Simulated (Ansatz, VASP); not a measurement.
Given: the input of a run of Ansatz 0.2.0 on Ni. 

File input.yaml:

```yaml
crystal:
  lattice:
    - [0.0, 1.737572933, 1.737572933]
    - [1.737572933, 0.0, 1.737572933]
    - [1.737572933, 1.737572933, 0.0]
  atoms:
    - { symbol: Ni, position: [0.0, 0.0, 0.0], spin: 1.0 }
kpoints:
  mp_grid: { grid: [13, 13, 13] }
scf:
  occupations: { method: fermi_dirac, width: 0.05 }
hamiltonian:
  xc: blyp
  pseudopotentials: { kind: all_electron, lapw: { basis_error: 0.001 } }
magnetization:
  spin_polarized: true
output:
  forces: true
  stress: true
relax:
  f_tol: 0.005
  max_steps: 60
  cell: {}
```

Potentials or basis: all-electron LAPW, scalar-relativistic.

Command:

```console
$ ansatz run input.yaml --threads 2 --pin off --max-ram 6144MiB --backend cpu --events-out ev --progress --plain --runs-dir out
```

Task: Set up the same calculation for VASP 6.6.1. Potentials or basis there: PBE PAW files Ni, 600 eV.

Result: As run (cutoffs and basis follow the program's own potentials, and thresholds, step limits or extra output files can differ):

File INCAR:

```
SYSTEM = Ni
PREC = Accurate
ENCUT = 600
EDIFF = 1E-6
ISMEAR = -1
SIGMA = 0.05
LREAL = .FALSE.
LASPH = .TRUE.
NELM = 100
ALGO = Fast
ISIF = 3
LWAVE = .FALSE.
LCHARG = .FALSE.
ISPIN = 2
MAGMOM = 1
LORBIT = 11
LMAXMIX = 4
GGA = B5
ALDAX = 1.0
AGGAX = 1.0
AGGAC = 1.0
ALDAC = 0.0
IBRION = 2
NSW = 40
EDIFFG = -0.005
```

Contents of KPOINTS:

```
regular mesh
0
G
  13 13 13
  0 0 0
```

File POSCAR:

```
Ni
1.0
    0.0000000000      1.7375729330      1.7375729330
    1.7375729330      0.0000000000      1.7375729330
    1.7375729330      1.7375729330      0.0000000000
Ni
1
Direct
    0.0000000000      0.0000000000      0.0000000000
```

Potentials or basis: VASP PAW PBE potentials, release 64 (Ni).

Run with:

```console
$ cat potpaw_PBE.64/Ni/POTCAR > POTCAR
$ mpirun -np 1 vasp_std > vasp.out
```

Both were run:

|  | Ansatz | VASP |
| --- | --- | --- |
| Relaxed volume | 11.43 Å³/atom | 11.43 Å³/atom |
| Relaxed cell | a = 2.529 Å, b = 2.529 Å, c = 2.529 Å, α = 60.00°, β = 60.00°, γ = 60.00° | a = 2.529 Å, b = 2.529 Å, c = 2.529 Å, α = 60.00°, β = 60.00°, γ = 60.00° |
| Space group after relaxing | Fm-3m (No. 225) | Fm-3m (No. 225) |
| Pressure after relaxing | 0.0 GPa | 0.0 GPa |
| Net moment | 0.62 μB per cell | 0.62 μB per cell |

VASP's potentials were made for PBE.

Where Ansatz's input types no cutoff or centring, it takes its own default and a Γ-centred mesh.

The magnetic state is the one that the start led to; the real crystal's order can differ.

Pressure is positive in compression.
